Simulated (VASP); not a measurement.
# W2C3 (P1) in VASP: relaxation of cell and atoms with PBE

Aim: the relaxation of cell and atoms of W2C3 with PBE.

Program: VASP 6.6.1. These are calculated values, not measurements. Logs are shortened: lines on timing, memory, paths and dates and some standing lists are left out, and cuts for length are marked.

## (1) Starting point

The typed cell holds 10 atoms: a = 2.919 Å, b = 5.749 Å, c = 6.161 Å, α = 90.61°, β = 88.16°, γ = 91.64°.

The cell was built by a generator and needn't be a form met in nature.

## (2) Relaxation of cell and atoms, PBE

Input file INCAR:

```
PREC = Normal ; ENCUT = 520
EDIFF = 1E-5 ; ISMEAR = 0
SIGMA = 0.15 ; LREAL = Auto
LASPH = T ; NELM = 80
ALGO = Fast ; ISIF = 3
LWAVE = F ; LCHARG = F
GGA = PE ; IBRION = 2
NSW = 110 ; EDIFFG = -0.03
ISYM = 0 ; KPAR = 4
```

Input file KPOINTS:

```
regular mesh
0
Gamma
  8 4 4
```

Input file POSCAR:

```
W2C3
1.0
    2.9178187500     -0.0413945700      0.0476477500
   -0.0827891500      5.7486790500     -0.0305354200
    0.0967481900     -0.0310009000      6.1598714500
W C
4 6
Direct
    0.4149971900      0.0020994600      0.7447183900
    0.4558545000      0.5082815300      0.7785996000
    0.9981916100      0.2469502300      0.2355802400
    0.0179785800      0.7555617400      0.2379354900
    0.9909993800      0.0187141200      0.4834516600
    0.9764351800      0.5191894300      0.4656009900
    0.4966550800      0.0034151900      0.1380152700
    0.5404758600      0.4970249600      0.1340531300
    0.0163779500      0.2491028800      0.8660154400
    0.0394630600      0.7334675700      0.8988168300
```

Potentials or basis: VASP PAW PBE potentials, release 64 (W_sv, C).

Started as:

```console
cat potpaw_PBE.64/W_sv/POTCAR potpaw_PBE.64/C/POTCAR > POTCAR
mpirun -np 4 vasp_std > vasp.out
```

OUTCAR:

```text
PREC = Normal
   ENCUT = 520
   EDIFF = 1E-5
   ISMEAR = 0
   LREAL = Auto
   LASPH = T
   NELM = 80
   ISIF = 3
   GGA = PE
   IBRION = 2
   NSW = 110
   EDIFFG = -0.03
   ISYM = 0

 ion  position               nearest neighbor table
   1  0.415  0.002  0.745-   9 1.99   5 2.07  10 2.09   5 2.29   9 2.36   7 2.44  10 2.63   2 2.86
                             2 2.91
   2  0.456  0.508  0.779-  10 1.93   9 2.00   8 2.21  10 2.25   9 2.32   6 2.42   6 2.42   1 2.86
                             1 2.91   4 3.38   3 3.42
   3  0.998  0.247  0.236-   5 2.02   7 2.09   6 2.10   8 2.10   7 2.12   8 2.19   9 2.28   4 2.83
                             4 2.92   2 3.42
   4  0.018  0.756  0.238-   6 1.96   7 2.05  10 2.09   8 2.12   5 2.13   7 2.22   8 2.23   3 2.83
                             3 2.92   2 3.38
   5  0.991  0.019  0.483-   3 2.02   1 2.07   4 2.13   1 2.29
   6  0.976  0.519  0.466-   4 1.96   3 2.10   2 2.42   2 2.42
   7  0.497  0.003  0.138-   4 2.05   3 2.09   3 2.12   4 2.22   1 2.44
   8  0.540  0.497  0.134-   3 2.10   4 2.12   3 2.19   2 2.21   4 2.23
   9  0.016  0.249  0.866-   1 1.99   2 2.00   3 2.28   2 2.32   1 2.36
  10  0.039  0.733  0.899-   2 1.93   1 2.09   4 2.09   2 2.25   1 2.63

IMPORTANT INFORMATION: All symmetrisations will be switched off!
NOSYMM: (Re-)initialisation of all symmetry stuff for point group C_1.

----------------------------------------------------------------------------------------

                                     Primitive cell

  volume of cell :     103.2731

  direct lattice vectors                    reciprocal lattice vectors
     2.917818750 -0.041394570  0.047647750     0.342878956  0.004909470 -0.005360618
    -0.082789150  5.748679050 -0.030535420     0.002454735  0.173992804  0.000837102
     0.096748190 -0.031000900  6.159871450    -0.002640064  0.000824533  0.162386665

  length of vectors
     2.918501341  5.749356249  6.160709176     0.342956000  0.174012133  0.162410218

  position of ions in fractional coordinates (direct lattice)
     0.414997190  0.002099460  0.744718390
     0.455854500  0.508281530  0.778599600
     0.998191610  0.246950230  0.235580240
     0.017978580  0.755561740  0.237935490
     0.990999380  0.018714120  0.483451660
     0.976435180  0.519189430  0.465600990
     0.496655080  0.003415190  0.138015270
     0.540475860  0.497024960  0.134053130
     0.016377950  0.249102880  0.866015440
     0.039463060  0.733467570  0.898816830

  ion indices of the primitive-cell ions
   primitive index   ion index
                 1           1
                 2           2
                 3           3
                 4           4
                 5           5
                 6           6
                 7           7
                 8           8
                 9           9
                10          10

----------------------------------------------------------------------------------------

 KPOINTS: regular mesh

Automatic generation of k-mesh.
 Grid dimensions read from file:
 generate k-points for:    8    4    4

 Generating k-lattice:

  Cartesian coordinates                     Fractional coordinates (reciprocal lattice)
     0.042859870  0.000613684 -0.000670077     0.125000000 -0.000000000  0.000000000
     0.000613684  0.043498201  0.000209276     0.000000000  0.250000000 -0.000000000
    -0.000660016  0.000206133  0.040596666    -0.000000000  0.000000000  0.250000000

  Length of vectors
     0.042869500  0.043503033  0.040602554

  Shift w.r.t. Gamma in fractional coordinates (k-lattice)
     0.000000000  0.000000000  0.000000000

 Subroutine IBZKPT returns following result:
 ===========================================

 Found     68 irreducible k-points:

 Following reciprocal coordinates:
            Coordinates               Weight
  0.000000  0.000000  0.000000      1.000000
  0.125000  0.000000  0.000000      2.000000
  0.250000  0.000000  0.000000      2.000000
  0.375000  0.000000  0.000000      2.000000
  0.500000  0.000000  0.000000      1.000000
 -0.000000  0.250000  0.000000      2.000000
[... 16 lines left out ...]
  0.500000  0.000000  0.250000      2.000000
 -0.375000  0.000000  0.250000      2.000000
 [... further k-points ...]
   k-points           NKPTS =     68   k-points in BZ     NKDIM =     68   number of bands    NBANDS=     48
   number of dos      NEDOS =    301   number of ions     NIONS =     10
   total plane-waves  NPLWV =  18432
   dimension x,y,z NGX =    16 NGY =   32 NGZ =   36
   dimension x,y,z NGXF=    32 NGYF=   64 NGZF=   72
   ions per type =               4   6
   NGX,Y,Z   is equivalent  to a cutoff of   9.11,  9.25,  9.71 a.u.
   NGXF,Y,Z  is equivalent  to a cutoff of  18.23, 18.51, 19.43 a.u.
 SYSTEM =  unknown system
   PREC   = normal    normal or accurate (medium, high low for compatibility)
   ISTART =      0    job   : 0-new  1-cont  2-samecut
   ICHARG =      2    charge: 1-file 2-atom 10-const
   ISPIN  =      1    spin polarized calculation?
   LNONCOLLINEAR =      F non collinear calculations
   LSORBIT =      F    spin-orbit coupling
   LASPH  =      T    aspherical Exc in radial PAW
   ENCUT  =  520.0 eV  38.22 Ry    6.18 a.u.   5.43 10.69 11.45*2*pi/ulx,y,z
   NELM   =     80;   NELMIN=  2; NELMDL= -5     # of ELM steps
   EDIFF  = 0.1E-04   stopping-criterion for ELM
   LREAL  =      T    real-space projection
   EDIFFG = -.3E-01   stopping-criterion for IOM
   NSW    =    110    number of steps for IOM
   IBRION =      2    ionic relax: 0-MD 1-quasi-New 2-CG
   NFREE  =      1    steps in history (QN), initial steepest desc. (CG)
   ISIF   =      3    stress and relaxation
   ISYM   =      0    0-nonsym 1-usesym 2-fastsym
   POTIM  = 0.5000    time-step for ionic-motion
   TEBEG  =    0.0;   TEEND  =   0.0 temperature during run
   PSTRESS=    0.0 pullay stress
   NELECT =      80.0000    total number of electrons
   NUPDOWN=      -1.0000    fix difference up-down
   EMIN   =  10.00;   EMAX   =-10.00  energy-range for DOS
   EFERMI =   0.00;   METHOD = LEGACY
   ISMEAR =     0;   SIGMA  =   0.15  broadening in eV -4-tet -1-fermi 0-gaus
   EFERMI_NEDOS =   21; number of points for ismear=-14 and -15
   IALGO  =     68    algorithm
   IMIX   =      4    mixing-type and parameters
     AMIX     =   0.40;   BMIX     =  1.00
     AMIX_MAG =   1.60;   BMIX_MAG =  1.00
  volume/ion in A,a.u.               =      10.33        69.69
  Fermi-wavevector in a.u.,A,eV,Ry     =   1.503520  2.841240 30.756935  2.260571
  Thomas-Fermi vector in A             =   2.614619
   LORBIT       =      0    0 simple, 1 ext, 2 COOP (PROOUT), +10 PAW based schemes
   GGA     = PE    functional components
   LHFCALC =     F    Hartree Fock is set to
   AEXX    =    0.0000 exact exchange contribution
   IVDW    =     0    specifies the selected vdW correction
   LEPSILON=     F    determine dielectric tensor
   LRPA    =     F    only Hartree local field effects (RPA)
 conjugate gradient relaxation of ions
 non-spin polarized calculation
 RMM-DIIS sequential band-by-band and
 Gauss-broadening in eV      SIGMA  =   0.15
  energy-cutoff  :      520.00
  volume of cell :      103.27
 maximum number of plane-waves:      2801
   NGX = 11   NGY = 21   NGZ = 23

--------------------------------------- Ionic step        1  -------------------------------------------

 number of electron      79.9999979 magnetization

 Free energy of the ion-electron system (eV)
  ---------------------------------------------------
  ext. energy  EPLUGINS =         0.00000000
  ---------------------------------------------------
  free energy    TOTEN  =       -97.67757817 eV

  energy without entropy =      -97.63016493  energy(sigma->0) =      -97.65387155

------------------------ aborting loop because EDIFF is reached ----------------------------------------

  FORCE on cell =-STRESS in cart. coord.  units (eV):
  Direction    XX          YY          ZZ          XY          YZ          ZX
  --------------------------------------------------------------------------------------
  -------------------------------------------------------------------------------------
  Total        9.2363822     18.5098832      3.1089521      0.4287093      1.1613832     -3.9306053
  in kB      143.2930774    287.1620142     48.2322303      6.6509883     18.0176795    -60.9793435
  external PRESSURE =     159.5624406 kB  Pullay stress =       0.0000000 kB
[... 113 lines left out ...]
  FREE ENERGIE OF THE ION-ELECTRON SYSTEM (eV)
  ---------------------------------------------------
  free  energy   TOTEN  =       -99.1360958522 eV

  energy  without entropy=      -99.1008264718  energy(sigma->0) =      -99.11846116

[... ionic steps 4 to 21 ...]

--------------------------------------- Ionic step       22  -------------------------------------------

 number of electron      79.9999985 magnetization

------------------------ aborting loop because EDIFF is reached ----------------------------------------

  FORCE on cell =-STRESS in cart. coord.  units (eV):
  Direction    XX          YY          ZZ          XY          YZ          ZX
  --------------------------------------------------------------------------------------
  -------------------------------------------------------------------------------------
  Total       -0.0191180      0.0594219      0.0588002     -0.0180927     -0.0278395     -0.0024076
  in kB       -0.2962845      0.9209028      0.9112683     -0.2803952     -0.4314486     -0.0373128
  external PRESSURE =       0.5119622 kB  Pullay stress =       0.0000000 kB
[... 73 lines left out ...]
  energy  without entropy=     -100.3051416439  energy(sigma->0) =     -100.31731018

--------------------------------------- Ionic step       24  -------------------------------------------

 number of electron      79.9999985 magnetization

 Free energy of the ion-electron system (eV)
  ---------------------------------------------------
  ext. energy  EPLUGINS =         0.00000000
  ---------------------------------------------------
  free energy    TOTEN  =      -100.32961344 eV

  energy without entropy =     -100.30536550  energy(sigma->0) =     -100.31748947

 E-fermi :   9.5392     XC(G=0): -13.2010

 val. band max:        9.4611654455   @ k =   0.2500  -0.0000   0.5000
 cond. band min:       9.6066329104   @ k =   0.1250   0.2500   0.0000
 fundamental gap:      0.1454674649
 Fermi energy:         9.5392264190

 k-point     1 :       0.0000    0.0000    0.0000
  band No.  band energies     occupation
      1     -64.6531      2.00000
      2     -64.6484      2.00000
      3     -64.6263      2.00000
      4     -64.6253      2.00000
      5     -29.2325      2.00000
      6     -29.1625      2.00000
[... 1213 lines left out ...]
     47      13.7990      0.00000
     48      13.9092      0.00000

 [... further k-points ...]

------------------------ aborting loop because EDIFF is reached ----------------------------------------

  FORCE on cell =-STRESS in cart. coord.  units (eV):
  Direction    XX          YY          ZZ          XY          YZ          ZX
  --------------------------------------------------------------------------------------
  -------------------------------------------------------------------------------------
  Total        0.0119801     -0.0208948     -0.0175395     -0.0100304      0.0325222      0.0041683
  in kB        0.1856450     -0.3237864     -0.2717928     -0.1554309      0.5039655      0.0645914
  external PRESSURE =      -0.1366447 kB  Pullay stress =       0.0000000 kB
[... 25 lines left out ...]
  FREE ENERGIE OF THE ION-ELECTRON SYSTEM (eV)
  ---------------------------------------------------
  free  energy   TOTEN  =      -100.3296134356 eV

  energy  without entropy=     -100.3053654964  energy(sigma->0) =     -100.31748947

 reached required accuracy - stopping structural energy minimisation
```

Run time: 17 min. Hardware: 4 MPI ranks of AMD EPYC 7R43 (Zen 3), shared host; peak memory 0.27 GiB.

Results:

| Item | Value |
| --- | --- |
| Free energy | -100.3296 eV |
| Relaxed volume | 10.34 Å³/atom |
| Relaxed cell | a = 2.943 Å, b = 5.886 Å, c = 5.968 Å, α = 90.01°, β = 90.04°, γ = 89.99° |
| Space group after relaxing (to 0.05 Å) | P-4m2 (No. 115) |
| Energy gained by relaxing | 265.2 meV/atom |
| Ionic steps | 24 |
| Pressure after relaxing | 0.0 GPa |
| Largest force after relaxing | 0.011 eV/Å |
| Band gap on the k mesh | none (metal or under the smearing width) |

Forces on the atoms (eV/Å):
```
W    0.001  0.010 -0.006
W    0.007 -0.004  0.001
W   -0.011  0.000  0.001
W   -0.006 -0.005 -0.001
C   -0.010 -0.002  0.004
C    0.003  0.002  0.002
C   -0.001 -0.003  0.000
C    0.007 -0.005 -0.004
C    0.010  0.002 -0.005
C    0.000  0.005  0.007
```

Step by step:
```
step  energy change (eV)  largest force (eV/Å)  pressure (GPa)  volume (Å³)
   1              0.0000                4.9618           15.96       103.27
   2             -0.3748                1.2699          -33.91       119.23
   3             -1.4585                2.0144          -16.86       111.18
   4             -2.1261                3.6569            7.93       101.50
   5             -2.3927                1.4081           -2.57       104.51
   6             -2.5629                0.6890            4.96       101.93
   7             -2.5756                0.4876            3.20       102.46
   8             -2.6100                0.3550           -3.10       104.34
   9             -2.6144                0.3576           -1.55       103.85
  10             -2.6304                0.2904            0.30       103.25
  11             -2.6304                0.2927            0.33       103.25
  12             -2.6392                0.1886            0.23       103.28
  13             -2.6426                0.2165            0.15       103.33
  14             -2.6459                0.1590           -0.34       103.48
  15             -2.6460                0.1949           -0.38       103.50
  16             -2.6490                0.0891            0.08       103.36
  17             -2.6497                0.1010            0.53       103.23
  18             -2.6506                0.0838           -0.44       103.52
  19             -2.6507                0.0735           -0.22       103.45
  20             -2.6513                0.0460           -0.02       103.38
  21             -2.6514                0.0543            0.08       103.36
  22             -2.6518                0.0340            0.05       103.38
  23             -2.6519                0.0412           -0.02       103.40
  24             -2.6520                0.0114           -0.01       103.39
```

Final structure:
```xyz
10
Lattice="2.9430 -0.0004 -0.0007 0.0014 5.8865 0.0005 -0.0029 -0.0013 5.9683" Properties=species:S:1:pos:R:3 pbc="T T T"
W     1.4532    0.0187    4.4807
W     1.4526    2.9623    4.4807
W     2.9289    1.4904    1.4664
W     2.9293    4.4339    1.4664
C     2.9265    0.0189    2.9729
C     2.9243    2.9622    2.9732
C     1.4571    0.0198    0.7651
C     1.4573    2.9631    0.7660
C     2.9245    1.4899    5.1821
C     2.9259    4.4330    5.1813
```

Levels at points of the mesh, in eV from the Fermi level:
```csv
k point,band 38,band 39,band 40,band 41,band 42,band 43
"(0.00, 0.00, 0.00)",-0.69,-0.69,0.72,0.72,1.44,2.01
"(0.50, 0.00, 0.00)",-1.46,-1.46,-0.89,-0.46,1.44,2.24
"(0.00, 0.50, 0.00)",-1.45,-0.68,-0.67,1.23,1.23,1.69
"(0.50, 0.50, 0.00)",-1.82,-0.88,-0.88,-0.38,-0.38,1.72
"(0.00, 0.00, 0.50)",-0.75,0.85,1.06,1.19,1.24,1.24
"(0.50, 0.00, 0.50)",-0.75,-0.22,0.08,0.08,0.85,1.66
"(0.00, 0.50, 0.50)",-1.28,0.58,0.58,1.17,1.18,1.33
"(0.50, 0.50, 0.50)",-1.12,-0.08,-0.08,0.39,0.39,1.37
```

The run has no spin-orbit coupling, so splittings on W are missing.
